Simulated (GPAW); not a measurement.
# GaP (F-43m) in GPAW: settings compared

One crystal, GaP, is run at these levels: PBE, LDA, PBEsol; tasks: relaxation of the atoms, relaxation of cell and atoms.

Program: GPAW 26.7.0. These are calculated values, not measurements. Logs are shortened: lines on timing, memory, paths and dates and some standing lists are left out, and cuts for length are marked. The log counts tension as positive stress, the text compression.

## (1) The structure

It takes space group F-43m (No. 216, cubic). The conventional cell has a = 5.451 Å, b = 5.451 Å, c = 5.451 Å, α = 90.00°, β = 90.00°, γ = 90.00°. Ga (site symmetry -43m) has 4 P at 2.36 Å as nearest neighbours. P (site symmetry -43m) has 4 Ga at 2.36 Å as nearest neighbours.

## (2) Relaxation of the atoms, PBE (strain = -0.01)

Contents of run.py:

```python
from ase.io import read, write
from ase.optimize import BFGS
from gpaw import GPAW, PW

atoms = read('GaP.xyz')

calc = GPAW(mode=PW(600),
            xc='PBE',
            kpts={'size': (8, 8, 8), 'gamma': True},
            occupations={'name': 'fermi-dirac', 'width': 0.05},
            nbands=11,
            convergence={'density': 1e-05, 'forces': 0.0001},
            maxiter=150,
            txt='gpaw.txt')
atoms.calc = calc
opt = BFGS(atoms, trajectory='relax.traj', logfile='-')
done = opt.run(fmax=0.02, steps=60)
calc.write('gs.gpw')
write('result.traj', atoms)
print('Converged:', done)
print('Cell:', atoms.cell.cellpar().round(4))
print('Volume:', round(atoms.get_volume(), 4))
print(atoms.get_scaled_positions().round(5))
```

Contents of GaP.xyz:

```xyz
2
Lattice="0.0000000000 2.7252500000 2.7252500000 2.6979975000 0.0000000000 2.7252500000 2.6979975000 2.7252500000 0.0000000000" Properties=species:S:1:pos:R:3 pbc="T T T"
Ga     0.0000000000      0.0000000000      0.0000000000
P      4.0469962500      4.0878750000      4.0878750000
```

Potentials or basis: GPAW PAW data sets (gpaw-data 1.2.1), pw.

Started as:

```sh
OMP_NUM_THREADS=1 python run.py
```

gpaw.txt:

```text
__  _  _
 | _ |_)|_||  |
 |__||  | ||/\| - 26.7.0

Input parameters:
  mode=PW(ecut=600.0),
  convergence={'density': 1e-05, 'forces': 0.0001},
  kpts=MonkhorstPack(size=(8, 8, 8), gamma=True),
  maxiter=150,
  nbands=11,
  occupations=Occupations(name='fermi-dirac', width=0.05),
  xc=XC(name='PBE')

Diagonalizing LCAO Hamiltonian
Converting LCAO to pw mode

                    P

       Ga

Atoms  # Å, Bohr magnetons
|   | symbol |        x |        y |        z |    initial magnetic moments |
|---|--------|----------|----------|----------|-----------------------------|
| 0 |     Ga | 0.000000 | 0.000000 | 0.000000 | ( 0.0000,  0.0000,  0.0000) |
| 1 |      P | 4.046996 | 4.087875 | 4.087875 | ( 0.0000,  0.0000,  0.0000) |

Unit cell  # Å
| periodic |        x |        y |        z |  lengths |    angles |
|----------|----------|----------|----------|----------|-----------|
|      yes | 0.000000 | 2.725250 | 2.725250 | 3.854086 | 60.331898 |
|      yes | 2.697998 | 0.000000 | 2.725250 | 3.834864 | 59.834051 |
|      yes | 2.697998 | 2.725250 | 0.000000 | 3.834864 | 59.834051 |

Number of symmetries: 8
Symmetry operations  # r_c * U_cc + t_c -> r_c
|   | kind |            matrix            |
|---|------|------------------------------|
| 0 |  E   |  1, 0, 0,  0, 1, 0,  0, 0, 1 |
| 1 |  σ   |  1, 0, 0,  0, 0, 1,  0, 1, 0 |
| 2 |  C2  |  0, 1,-1,  1, 0,-1,  0, 0,-1 |
| 3 |  S4  |  0, 1,-1,  0, 0,-1,  1, 0,-1 |
| 4 |  S4  |  0,-1, 1,  1,-1, 0,  0,-1, 0 |
| 5 |  C2  |  0,-1, 1,  0,-1, 0,  1,-1, 0 |
| 6 |  σ   | -1, 0, 0, -1, 1, 0, -1, 0, 1 |
| 7 |  C2  | -1, 0, 0, -1, 0, 1, -1, 1, 0 |

BZ-sampling:
  Number of BZ points: 512
  Number of IBZ points: 59

  Monkhorst-Pack size: [8, 8, 8]
  Monkhorst-Pack shift: [0.0625, 0.0625, 0.0625]

K-points  # in reciprocal-cell coordinates
|     |                                coordinates |     weight |
|-----|--------------------------------------------|------------|
|   0 | (  0.00000000,   0.00000000,   0.00000000) | 0.00195312 |
|   1 | (  0.00000000,   0.12500000,   0.12500000) | 0.00390625 |
|   2 | (  0.00000000,   0.25000000,   0.25000000) | 0.00390625 |
|   3 | (  0.00000000,   0.37500000,   0.37500000) | 0.00390625 |
|   4 | (  0.00000000,   0.50000000,   0.50000000) | 0.00195312 |
|   5 | (  0.12500000,   0.12500000,   0.00000000) | 0.00781250 |
|   6 | (  0.12500000,   0.12500000,   0.12500000) | 0.01562500 |
|   7 | (  0.12500000,   0.25000000,   0.12500000) | 0.01562500 |
|   8 | (  0.12500000,   0.25000000,   0.25000000) | 0.01562500 |
|   9 | (  0.12500000,   0.37500000,   0.25000000) | 0.01562500 |
| ... |                                            |            |
|  58 | (  0.50000000,   0.50000000,   0.50000000) | 0.00781250 |

Plane wave coefficients: 1363
Cutoff: 600.0 eV

Spin-components: 1 (collinear spins)
Bands:           11
Projectors:      10
Spin-degeneracy: 2
Datatype:        complex128

Parallelization:
  kpt:    1
  domain: 1
  band:   1

Density:
  Valence electrons: 8.0
  Components: 1
  Grid points: [24 24 24]
  Charge: 0.0  # |e|

Potential:
  Grid points: [24 24 24]

species:
  Ga:
    name:    Gallium
    Z:       31.0
    valence: 3
    core:    28
    charge:  0.0  # [|e|]
    compensation charges:
      type: gauss
      rc: 0.37  # [Å]
      lmax: 2
    cutoffs:
      filter: 2.06  # [Å]
      core: 4.17  # [Å]
    projectors
    | kind |    occ | energy [eV] | rcut [Å] |
    |------|--------|-------------|----------|
    |   4s |  2.000 |      -8.945 |    1.164 |
    |   4p |  1.000 |      -2.580 |    1.164 |
    |    s |        |      18.266 |    1.164 |
    |    p |        |      24.631 |    1.164 |
    |    d |        |       0.000 |    1.164 |

    Using partial waves for Ga as LCAO basis

  P:
    name:    Phosphorus
    Z:       15.0
    valence: 5
    core:    10
    charge:  0.0  # [|e|]
    compensation charges:
      type: gauss
      rc: 0.30  # [Å]
      lmax: 2
    cutoffs:
      filter: 1.69  # [Å]
      core: 1.81  # [Å]
    projectors
    | kind |    occ | energy [eV] | rcut [Å] |
    |------|--------|-------------|----------|
    |   3s |  2.000 |     -13.968 |    0.953 |
    |   3p |  3.000 |      -5.506 |    0.953 |
    |    s |        |      13.244 |    0.953 |
    |    p |        |      21.705 |    0.953 |
    |    d |        |       0.000 |    0.953 |

    Using partial waves for P as LCAO basis

Reference energy: -62187.585188  # eV

eigensolver:
  PPCG
  Converge bands: occupied
  niter=2

density mixing:
  MSR1-Mixer
  Pratt-step length: 0.05
  Maximum mixing coefficient: 0.75
  Old densities: 10
  SVD Regularization: 0.005
  Good broyden scale: 1.0
  Trust region scale: 1.0
  Backstep threshold: 4.0
  History deletion threshold: 6.0
  Fourier metric: weight=20.0, sigma=0.015

occupation numbers:
  Fermi-Dirac:
    width: 0.0500  # eV

poisson solver:
  ecut: 4800.0  # eV

xc functional:
  name: PBE with 2 nearest neighbor stencil

convergence criteria:
- Maximum integral of absolute [dens]ity change: 1e-05 electrons / valence electron
- Maximum change in the atomic [forces] across last 2 cycles: 0.0001 eV/Ang OR
Maximum error relative to the maximum force is below inf
- Maximum [total energy] change in last 3 cyles: 0.0005 eV / valence electron
- Maximum integral of absolute [eigenst]ate change: 4e-08 eV^2 / valence electron
maximum number of iterations: 150

SCF iterations
|iter     | |      energy | eigst |  dens |force |
|---------|-|-------------|-------|-------|------|
|iter:   1| |   -9.207082 | -0.27 |       |      |
|iter:   2| |   -9.172851 | -2.34 | -0.83 |      |
|iter:   3| |   -9.022621 | -1.87 | -0.87 |      |
|iter:   4| |   -9.023832 | -3.44 | -1.52 |      |
|iter:   5| |   -9.024142c| -4.34 | -2.05 |      |
|iter:   6| |   -9.024179c| -5.61 | -2.79 |      |
|iter:   7| |   -9.024179c| -7.19 | -3.79 |      |
|iter:   8| |   -9.024179c| -7.57c| -4.35 |      |
|iter:   9| |   -9.024179c| -8.64c| -5.35c|      |
|iter:  10| |   -9.024179c| -9.18c| -5.90c|-16.47c|

Converged in 10 steps
Energy contributions relative to reference atoms: (reference = -62187.585188)

Energy contributions:
  Kinetic:          25.919589
  Coulomb:         -22.690272
  Zero:              0.014892
  External:          0.000000
  Xc:              -12.268389
  Entropy:          -0.000000
  Spinorbit:         0.000000
  ----------------------------
  Free energy:      -9.024179
  Extrapolated:     -9.024179

dipole moment: (-10.698825, -10.806894, -10.806894)  # |e|*Ang

Fermi level: 5.852
Eigenvalues  # (at kpt = [0.000, 0.000, 0.000])
| band index |      eig [eV] | occ [0-2] |
|------------|---------------|-----------|
|          0 |        -7.478 |     2.000 |
|          1 |         5.041 |     2.000 |
|          2 |         5.041 |     2.000 |
|          3 |         5.098 |     2.000 |
|          4 |         7.039 |     0.000 |
|          5 |         8.976 |     0.000 |
|          6 |         8.998 |     0.000 |
|          7 |         8.998 |     0.000 |
|          8 |        13.982 |     0.000 |
|          9 |        14.685 |     0.000 |
|         10 |        14.859 |     0.000 |

Gap: 1.556 eV
Transition (v -> c):
  (s=0, k=0, n=3, [0.00, 0.00, 0.00]) -> (s=0, k=3, n=4, [0.00, 0.38, 0.38])
Direct/indirect transitions are different
Direct gap: 1.941 eV
Transition at: (s=0, k=0, n=3, [0.00, 0.00, 0.00])

Forces  # eV/Ang
|        x |        y |        z |
|----------|----------|----------|
|  0.00000 |  0.00000 |  0.00000 |  # Ga   0
| -0.00000 | -0.00000 | -0.00000 |  # P    1

# Writing to gs.gpw (mode='')
```

It took 20 s on 1 thread of Arm Neoverse V1, shared host; peak memory 0.15 GiB.

What came out:

```
Free energy            : -9.0242 eV
Band gap on the k mesh : 1.56 eV, indirect (least direct gap 1.94 eV)
```

Final structure:
```
Ga P
1.0
     0.00000    2.72525    2.72525
     2.69800    0.00000    2.72525
     2.69800    2.72525    0.00000
Ga P
1 1
Direct
  0.00000 0.00000 0.00000
  0.75000 0.75000 0.75000
```

Caveat: the data sets keep Ga 3d, Li 1s and Be 1s frozen, and some such compounds lay over 1.5 % in volume off other programs; the density grid can change from cell to cell, which puts small steps into energies and stress; the relaxation stopped at its first step, so nothing moved; later steps reuse the first step's grids. A k mesh can miss the band edges.

## (3) Relaxation of cell and atoms, LDA

Edit run.py of step 2 so:

```diff
@@ -1 +1,2 @@
+from ase.filters import FrechetCellFilter
 from ase.io import read, write
@@ -4,6 +5,6 @@
 
-atoms = read('GaP.xyz')
+atoms = read('POSCAR')
 
 calc = GPAW(mode=PW(600),
-            xc='PBE',
+            xc='LDA',
             kpts={'size': (8, 8, 8), 'gamma': True},
@@ -15,3 +16,3 @@
 atoms.calc = calc
-opt = BFGS(atoms, trajectory='relax.traj', logfile='-')
+opt = BFGS(FrechetCellFilter(atoms), trajectory='relax.traj', logfile='-')
 done = opt.run(fmax=0.02, steps=60)
```

Contents of POSCAR:

```
GaP
1.0
    0.0000000000      2.7252500000      2.7252500000
    2.7252500000      0.0000000000      2.7252500000
    2.7252500000      2.7252500000      0.0000000000
Ga P
1 1
Direct
    0.0000000000      0.0000000000      0.0000000000
    0.7500000000      0.7500000000      0.7500000000
```

Potentials or basis: the program's PAW data sets (release 1.2.1) made for this functional, pw.

Started as:

```sh
OMP_NUM_THREADS=1 python run.py
```

It took 26 s on 1 thread of Arm Neoverse V1, shared host; peak memory 0.16 GiB.

Results (log left out):

```
Free energy                            : -10.3627 eV
Relaxed volume                         : 20.07 Å³/atom
Relaxed cell                           : a = 3.843 Å, b = 3.843 Å, c = 3.843 Å, α = 60.00°, β = 60.00°, γ = 60.00°
Space group after relaxing (to 0.05 Å) : F-43m (No. 216)
Energy gained by relaxing              : 0.4 meV/atom
Ionic steps                            : 3
Pressure after relaxing                : 0.0 GPa
Band gap on the k mesh                 : 1.50 eV, indirect (least direct gap 1.76 eV)
```

The path:
```csv
step,energy change (eV),largest force (eV/Å),pressure (GPa),volume (Å³)
1,0.0000,0.0000,-0.77,40.48
2,-0.0003,0.0000,-0.58,40.40
3,-0.0008,0.0000,0.01,40.14
```

Final structure:
```xyz
2
Lattice="0.0000 2.7175 2.7175 2.7175 0.0000 2.7175 2.7175 2.7175 0.0000" Properties=species:S:1:pos:R:3 pbc="T T T"
Ga    0.0000    0.0000    0.0000
P     4.0763    4.0763    4.0763
```

Levels at points of the mesh, in eV from the valence-band top:
```
           k point  band 1  band 2  band 3  band 4  band 5  band 6  band 7
(0.00, 0.00, 0.00)  -12.55    0.00    0.00    0.00    1.76    3.83    3.83
(0.50, 0.50, 0.00)   -9.67   -6.86   -2.72   -2.72    1.50    1.70   10.56
(0.50, 0.50, 0.50)  -10.58   -6.73   -1.13   -1.13    1.58    4.67    4.67
```

Caveat: the data sets keep Ga 3d, Li 1s and Be 1s frozen, and some such compounds lay over 1.5 % in volume off other programs; later steps reuse the first step's grids.

(Continued in part 2 of 2.)
